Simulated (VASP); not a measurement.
# AgBr (Fm-3m) in VASP: single point with r2SCAN

Aim: the single point of AgBr with r2SCAN.

Program: VASP 6.6.1. These are calculated values, not measurements. Logs are shortened: lines on timing, memory, paths and dates and some standing lists are left out, and cuts for length are marked.

### Step 1. The crystal as given

The structure is cubic, space group Fm-3m (No. 225). Conventional cell: a = 5.772 Å, b = 5.772 Å, c = 5.772 Å, α = 90.00°, β = 90.00°, γ = 90.00°. Ag (site symmetry m-3m) is surrounded by 6 Br at 2.89 Å. Around Br (site symmetry m-3m) lie 6 Ag at 2.89 Å.

### Step 2. Single point, r2SCAN

Input file POSCAR:

```
AgBr
1.0
    0.0000000000      2.8860500000      2.8860500000
    2.8860500000      0.0000000000      2.8860500000
    2.8860500000      2.8860500000      0.0000000000
Ag Br
1 1
Direct
    0.5000000000      0.5000000000      0.5000000000
    0.0000000000      0.0000000000      0.0000000000
```

Input file INCAR.step1:

```
  ALGO = Normal
  EDIFF = 1E-4
  ENCUT = 520
  GGA = PE
  ISMEAR = 0
  LASPH = T
  LCHARG = F
  LREAL = F
  LWAVE = T
  NBANDS = 16
  NELM = 100
  PREC = Accurate
  SIGMA = 0.05
```

Input file INCAR.step2:

```
  ALGO = Normal
  EDIFF = 1E-7
  ENCUT = 520
  ISIF = 2
  ISMEAR = 0
  ISTART = 1
  LASPH = T
  LCHARG = F
  LMIXTAU = T
  LREAL = F
  LWAVE = F
  METAGGA = R2SCAN
  NBANDS = 16
  NELM = 100
  PREC = Accurate
  SIGMA = 0.05
```

Input file KPOINTS:

```
k-points
0
Gamma
  8 8 8
```

Potentials or basis: VASP PAW PBE potentials, release 64 (Ag, Br).

On the command line:

```bash
$ cat potpaw_PBE.64/Ag/POTCAR potpaw_PBE.64/Br/POTCAR > POTCAR
$ cp INCAR.step1 INCAR
$ mpirun -np 1 vasp_std > vasp.out
$ cp INCAR.step2 INCAR
$ mpirun -np 1 vasp_std > vasp.out
```

OUTCAR:

```text
EDIFF = 1E-7
   ENCUT = 520
   ISIF = 2
   ISMEAR = 0
   ISTART = 1
   LASPH = T
   LREAL = F
   METAGGA = R2SCAN
   NELM = 100
   PREC = Accurate

 ion  position               nearest neighbor table
   1  0.500  0.500  0.500-   2 2.89   2 2.89   2 2.89   2 2.89   2 2.89   2 2.89
   2  0.000  0.000  0.000-   1 2.89   1 2.89   1 2.89   1 2.89   1 2.89   1 2.89

  LATTYP: Found a face centered cubic cell.
 ALAT       =     5.7721000000

  Lattice vectors:

 A1 = (   0.0000000000,   2.8860500000,   2.8860500000)
 A2 = (   2.8860500000,   0.0000000000,   2.8860500000)
 A3 = (   2.8860500000,   2.8860500000,   0.0000000000)

Analysis of symmetry for initial positions (statically):
=====================================================================
 Subroutine PRICEL returns:
 Original cell was already a primitive cell.

 Routine SETGRP: Setting up the symmetry group for a
 face centered cubic supercell.

 Subroutine GETGRP returns: Found 48 space group operations
 (whereof 48 operations were pure point group operations)
 out of a pool of 48 trial point group operations.

The static configuration has the point symmetry O_h .

Analysis of symmetry for dynamics (positions and initial velocities):
=====================================================================
 Subroutine PRICEL returns:
 Original cell was already a primitive cell.

 Routine SETGRP: Setting up the symmetry group for a
 face centered cubic supercell.

 Subroutine GETGRP returns: Found 48 space group operations
 (whereof 48 operations were pure point group operations)
 out of a pool of 48 trial point group operations.

The dynamic configuration has the point symmetry O_h .

 Subroutine INISYM returns: Found 48 space group operations
 (whereof 48 operations are pure point group operations),
 and found     1 'primitive' translations

----------------------------------------------------------------------------------------

                                     Primitive cell

  volume of cell :      48.0775

  direct lattice vectors                    reciprocal lattice vectors
     0.000000000  2.886050000  2.886050000    -0.173247172  0.173247172  0.173247172
     2.886050000  0.000000000  2.886050000     0.173247172 -0.173247172  0.173247172
     2.886050000  2.886050000  0.000000000     0.173247172  0.173247172 -0.173247172

  length of vectors
     4.081491052  4.081491052  4.081491052     0.300072904  0.300072904  0.300072904

  position of ions in fractional coordinates (direct lattice)
     0.500000000  0.500000000  0.500000000
     0.000000000  0.000000000  0.000000000

  ion indices of the primitive-cell ions
   primitive index   ion index
                 1           1
                 2           2

----------------------------------------------------------------------------------------

 KPOINTS: k-points

Automatic generation of k-mesh.
 Grid dimensions read from file:
 generate k-points for:    8    8    8

 Generating k-lattice:

  Cartesian coordinates                     Fractional coordinates (reciprocal lattice)
    -0.021655896  0.021655896  0.021655896     0.125000000  0.000000000  0.000000000
     0.021655896 -0.021655896  0.021655896     0.000000000  0.125000000  0.000000000
     0.021655896  0.021655896 -0.021655896     0.000000000  0.000000000  0.125000000

  Length of vectors
     0.037509113  0.037509113  0.037509113

  Shift w.r.t. Gamma in fractional coordinates (k-lattice)
     0.000000000  0.000000000  0.000000000

 Subroutine IBZKPT returns following result:
 ===========================================

 Found     29 irreducible k-points:

 Following reciprocal coordinates:
            Coordinates               Weight
  0.000000  0.000000  0.000000      1.000000
  0.125000  0.000000  0.000000      8.000000
  0.250000  0.000000  0.000000      8.000000
  0.375000  0.000000  0.000000      8.000000
  0.500000  0.000000  0.000000      4.000000
  0.125000  0.125000  0.000000      6.000000
[... 16 lines left out ...]
  0.500000  0.250000  0.125000     48.000000
 -0.375000  0.250000  0.125000     24.000000
 [... further k-points ...]
   k-points           NKPTS =     29   k-points in BZ     NKDIM =     29   number of bands    NBANDS=     16
   number of dos      NEDOS =    301   number of ions     NIONS =      2
   total plane-waves  NPLWV =  27000
   dimension x,y,z NGX =    30 NGY =   30 NGZ =   30
   dimension x,y,z NGXF=    60 NGYF=   60 NGZF=   60
   ions per type =               1   1
   NGX,Y,Z   is equivalent  to a cutoff of  12.22, 12.22, 12.22 a.u.
   NGXF,Y,Z  is equivalent  to a cutoff of  24.44, 24.44, 24.44 a.u.
 SYSTEM =  unknown system
   PREC   = accura    normal or accurate (medium, high low for compatibility)
   ISTART =      1    job   : 0-new  1-cont  2-samecut
   ICHARG =      0    charge: 1-file 2-atom 10-const
   ISPIN  =      1    spin polarized calculation?
   LNONCOLLINEAR =      F non collinear calculations
   LSORBIT =      F    spin-orbit coupling
   LASPH  =      T    aspherical Exc in radial PAW
   ENCUT  =  520.0 eV  38.22 Ry    6.18 a.u.   7.59  7.59  7.59*2*pi/ulx,y,z
   NELM   =    100;   NELMIN=  2; NELMDL=  0     # of ELM steps
   EDIFF  = 0.1E-06   stopping-criterion for ELM
   LREAL  =      F    real-space projection
   EDIFFG = 0.1E-05   stopping-criterion for IOM
   NSW    =      0    number of steps for IOM
   IBRION =     -1    ionic relax: 0-MD 1-quasi-New 2-CG
   NFREE  =      0    steps in history (QN), initial steepest desc. (CG)
   ISIF   =      2    stress and relaxation
   ISYM   =      2    0-nonsym 1-usesym 2-fastsym
   POTIM  = 0.5000    time-step for ionic-motion
   TEBEG  =    0.0;   TEEND  =   0.0 temperature during run
   PSTRESS=    0.0 pullay stress
   NELECT =      18.0000    total number of electrons
   NUPDOWN=      -1.0000    fix difference up-down
   EMIN   =  10.00;   EMAX   =-10.00  energy-range for DOS
   EFERMI =   0.00;   METHOD = LEGACY
   ISMEAR =     0;   SIGMA  =   0.05  broadening in eV -4-tet -1-fermi 0-gaus
   EFERMI_NEDOS =   21; number of points for ismear=-14 and -15
   IALGO  =     38    algorithm
   IMIX   =      4    mixing-type and parameters
     AMIX     =   0.40;   BMIX     =  1.00
     AMIX_MAG =   1.60;   BMIX_MAG =  1.00
  volume/ion in A,a.u.               =      24.04       162.22
  Fermi-wavevector in a.u.,A,eV,Ry     =   1.179918  2.229722 18.942118  1.392206
  Thomas-Fermi vector in A             =   2.316220
   LORBIT       =      0    0 simple, 1 ext, 2 COOP (PROOUT), +10 PAW based schemes
   METAGGA = R2SCAN    functional components
   LHFCALC =     F    Hartree Fock is set to
   AEXX    =    0.0000 exact exchange contribution
   IVDW    =     0    specifies the selected vdW correction
   LEPSILON=     F    determine dielectric tensor
   LRPA    =     F    only Hartree local field effects (RPA)
 non-spin polarized calculation
 Gauss-broadening in eV      SIGMA  =   0.05
  energy-cutoff  :      520.00
  volume of cell :       48.08
 maximum number of plane-waves:      1312
   NGX = 15   NGY = 15   NGZ = 15

 number of electron      18.0000004 magnetization

 Free energy of the ion-electron system (eV)
  ---------------------------------------------------
  ext. energy  EPLUGINS =         0.00000000
  ---------------------------------------------------
  free energy    TOTEN  =       -35.51410070 eV

  energy without entropy =      -35.51410070  energy(sigma->0) =      -35.51410070

 E-fermi :   3.4304     XC(G=0): -10.2811

 val. band max:        3.1162442756   @ k =   0.5000   0.0000   0.0000
 cond. band min:       4.3617428069   @ k =   0.0000   0.0000   0.0000
 fundamental gap:      1.2454985313
 Fermi energy:         3.4303907532

 k-point     1 :       0.0000    0.0000    0.0000
  band No.  band energies     occupation
      1     -12.3822      2.00000
      2       0.4078      2.00000
      3       0.4078      2.00000
      4       0.4078      2.00000
      5       0.4150      2.00000
      6       0.4150      2.00000
[... 8 lines left out ...]
     15      15.7071      0.00000
     16      15.7071      0.00000

 k-point     2 :       0.1250    0.0000    0.0000
  band No.  band energies     occupation
      1     -12.3234      2.00000
      2      -0.0244      2.00000
      3      -0.0244      2.00000
      4       0.0293      2.00000
      5       0.4490      2.00000
      6       0.4490      2.00000
[... 8 lines left out ...]
     15      14.6917      0.00000
     16      15.0818      0.00000

 k-point     3 :       0.2500    0.0000    0.0000
  band No.  band energies     occupation
      1     -12.1754      2.00000
      2      -0.9675      2.00000
      3      -0.5582      2.00000
      4      -0.5582      2.00000
      5       0.5491      2.00000
      6       0.5491      2.00000
[... 8 lines left out ...]
     15      15.0697      0.00000
     16      15.0697      0.00000

 k-point     4 :       0.3750    0.0000    0.0000
  band No.  band energies     occupation
      1     -12.0180      2.00000
      2      -1.7779      2.00000
      3      -0.9116      2.00000
      4      -0.9116      2.00000
      5       0.6526      2.00000
      6       0.6526      2.00000
[... 8 lines left out ...]
     15      16.1492      0.00000
     16      16.1492      0.00000

 k-point     5 :       0.5000    0.0000    0.0000
  band No.  band energies     occupation
      1     -11.9496      2.00000
      2      -2.0778      2.00000
      3      -1.0338      2.00000
      4      -1.0338      2.00000
      5       0.6965      2.00000
      6       0.6965      2.00000
[... 8 lines left out ...]
     15      16.9599      0.00000
     16      16.9599      0.00000

 k-point     6 :       0.1250    0.1250    0.0000
  band No.  band energies     occupation
      1     -12.3057      2.00000
      2      -0.4925      2.00000
      3       0.2595      2.00000
      4       0.2595      2.00000
      5       0.3700      2.00000
      6       0.4368      2.00000
[... 8 lines left out ...]
     15      16.4770      0.00000
     16      16.8163      0.00000

 k-point     7 :       0.2500    0.1250    0.0000
  band No.  band energies     occupation
      1     -12.1923      2.00000
      2      -1.0366      2.00000
      3      -0.2152      2.00000
      4      -0.1813      2.00000
      5       0.4335      2.00000
      6       0.5581      2.00000
[... 8 lines left out ...]
     15      16.2806      0.00000
     16      16.3972      0.00000

 k-point     8 :       0.3750    0.1250    0.0000
  band No.  band energies     occupation
      1     -12.0426      2.00000
      2      -1.5520      2.00000
      3      -0.8036      2.00000
      4      -0.6580      2.00000
      5       0.5475      2.00000
      6       0.6698      2.00000
[... 8 lines left out ...]
     15      16.4395      0.00000
     16      16.8727      0.00000

 k-point     9 :       0.5000    0.1250    0.0000
  band No.  band energies     occupation
      1     -11.9455      2.00000
      2      -1.8978      2.00000
      3      -1.0138      2.00000
      4      -0.9431      2.00000
      5       0.6531      2.00000
      6       0.7078      2.00000
[... 8 lines left out ...]
     15      17.1127      0.00000
     16      17.3438      0.00000
[... 172 lines left out ...]
 k-point    19 :       0.5000    0.3750    0.0000
  band No.  band energies     occupation
      1     -11.9238      2.00000
      2      -1.2026      2.00000
      3      -0.3536      2.00000
      4      -0.2228      2.00000
      5       0.4064      2.00000
      6       0.7605      2.00000
[... 8 lines left out ...]
     15      18.1628      0.00000
     16      18.8335      0.00000

 k-point    20 :      -0.3750    0.3750    0.0000
  band No.  band energies     occupation
      1     -11.8990      2.00000
      2      -1.0386      2.00000
      3      -0.9864      2.00000
      4      -0.6520      2.00000
      5       0.5489      2.00000
      6       0.7463      2.00000
[... 8 lines left out ...]
     15      16.7577      0.00000
     16      19.4619      0.00000

 k-point    21 :       0.5000    0.5000    0.0000
  band No.  band energies     occupation
      1     -11.9189      2.00000
      2      -1.1382      2.00000
      3       0.1515      2.00000
      4       0.2695      2.00000
      5       0.2695      2.00000
      6       0.5656      2.00000
[... 8 lines left out ...]
     15      18.5934      0.00000
     16      18.5934      0.00000

 k-point    22 :       0.3750    0.2500    0.1250
  band No.  band energies     occupation
      1     -12.0825      2.00000
      2      -1.3884      2.00000
      3      -0.6198      2.00000
      4      -0.2282      2.00000
      5       0.4987      2.00000
      6       0.6375      2.00000
[... 8 lines left out ...]
     15      17.1930      0.00000
     16      17.8438      0.00000

 k-point    23 :       0.5000    0.2500    0.1250
  band No.  band energies     occupation
      1     -11.9681      2.00000
      2      -1.5963      2.00000
      3      -0.9119      2.00000
      4      -0.6267      2.00000
      5       0.5895      2.00000
      6       0.7035      2.00000
[... 8 lines left out ...]
     15      17.5423      0.00000
     16      17.8283      0.00000

 k-point    24 :      -0.3750    0.2500    0.1250
  band No.  band energies     occupation
      1     -11.9193      2.00000
      2      -1.6576      2.00000
      3      -0.9399      2.00000
      4      -0.9146      2.00000
      5       0.6521      2.00000
      6       0.7034      2.00000
[... 8 lines left out ...]
     15      16.3913      0.00000
     16      18.1157      0.00000

 [... further k-points ...]
[... 5 lines left out ...]
  --------------------------------------------------------------------------------------
  -------------------------------------------------------------------------------------
  Total        0.0811873      0.0811873      0.0811873      0.0000000      0.0000000     -0.0000000
  in kB        2.7055592      2.7055592      2.7055592      0.0000000      0.0000000     -0.0000000
  external PRESSURE =       2.7055592 kB  Pullay stress =       0.0000000 kB

 VOLUME and BASIS-vectors are now :
 -----------------------------------------------------------------------------
  energy-cutoff  :      520.00
  volume of cell :       48.08
      direct lattice vectors                 reciprocal lattice vectors
     0.000000000  2.886050000  2.886050000    -0.173247172  0.173247172  0.173247172
     2.886050000  0.000000000  2.886050000     0.173247172 -0.173247172  0.173247172
     2.886050000  2.886050000  0.000000000     0.173247172  0.173247172 -0.173247172

 POSITION                                       TOTAL-FORCE (eV/Angst)
 -----------------------------------------------------------------------------------
      2.88605      2.88605      2.88605        -0.000000      0.000000      0.000000
      0.00000      0.00000      0.00000         0.000000     -0.000000     -0.000000
 -----------------------------------------------------------------------------------
    total drift:                                0.000000      0.000000      0.000000

  FREE ENERGIE OF THE ION-ELECTRON SYSTEM (eV)
  ---------------------------------------------------
  free  energy   TOTEN  =       -35.5141007034 eV

  energy  without entropy=      -35.5141007034  energy(sigma->0) =      -35.51410070
```

Run time: 2.5 min. Hardware: 1 thread of Intel Xeon Platinum 8175M at 2.50GHz (Skylake/Cascade Lake), shared host; peak memory 0.18 GiB.

Results:

```yaml
Free_energy: -35.5141 eV
Pressure: 0.3 GPa
Band_gap_on_the_k_mesh: 1.25 eV, indirect (least direct gap 3.21 eV)
```

Caveat: the PAW data sets were made with another functional, which shifts forces and pressure a little. A k mesh can miss the band edges.
